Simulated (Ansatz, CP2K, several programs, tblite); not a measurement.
Energy against volume for PtSe₂ in the rutile structure, at fixed shape and fractional coordinates, computed by several methods (PBE and r2SCAN, where shown, with plane waves in Ansatz); the cell shown is that of r2SCAN. With free coordinates or axes held, a curve is too stiff, and on another method's shape its minimum isn't the method's own volume. The symmetry is P4_2/mnm (No. 136, tetragonal); conventional cell a = 5.746 Å, c = 3.981 Å, 21.91 Å³ an atom. Around Pt lie 6 Se at 2.51–2.52 Å; around Se lie 3 Pt at 2.51–2.52 Å. Spin-unpolarised throughout. Whether this structure exists isn't addressed. Energies count from each curve's lowest point; fits are third-order Birch-Murnaghan.

```
Pt Se
1.0
     5.74650    0.00000    0.00000
     0.00000    5.74650    0.00000
     0.00000    0.00000    3.98136
Pt Se
2 4
Direct
  0.00000 0.00000 0.00000
  0.50000 0.50000 0.50000
  0.30923 0.30923 0.00000
  0.19077 0.80923 0.50000
  0.80923 0.19077 0.50000
  0.69077 0.69077 0.00000
```

light PBE (260 eV, its own mesh), on the shape of the cell shown:
```
V (Å³/atom)  E (meV/atom)
     20.159        123.95
     21.036         51.83
     21.912         23.94
     22.789          0.00
     23.665         41.10
     24.542         88.63
```
The points scatter about a smooth fit, as a low cutoff and a light mesh can make them, so no fit is quoted.

Problem. GFN1-xTB (tblite), on the shape of the cell shown, as a cluster of 72 atoms at the zone centre, gives
```tsv
V (Å³/atom)	E (meV/atom)
19.283	96.78
20.598	15.30
21.912	0.00
23.227	32.22
24.542	98.94
```
What equilibrium volume and bulk modulus follow?

Solution. V₀ = 21.62 Å³ an atom and B₀ = 102 GPa.

PBE/SZV (CP2K), on the shape of the cell shown:
```csv
V (Å³/atom),E (meV/atom)
19.283,582.87
20.598,316.64
21.912,146.05
23.227,46.85
24.542,0.00
```
The lowest point is an end point, so the minimum isn't bracketed.

GFN2-xTB (tblite), on the shape of the cell shown, as a cluster of 72 atoms at the zone centre:
```
V (Å³/atom)  E (meV/atom)
     19.283        203.95
     20.598         83.17
     21.912         20.59
     23.227          0.00
     24.542          9.46
```
V₀ = 23.40 Å³ an atom and B₀ = 62 GPa.

PBE/DZVP (CP2K), on the shape of the cell shown:
```csv
V (Å³/atom),E (meV/atom)
19.283,203.76
20.598,63.35
21.912,2.84
23.227,0.00
24.542,38.03
```
V₀ = 22.63 Å³ an atom and B₀ = 99 GPa.
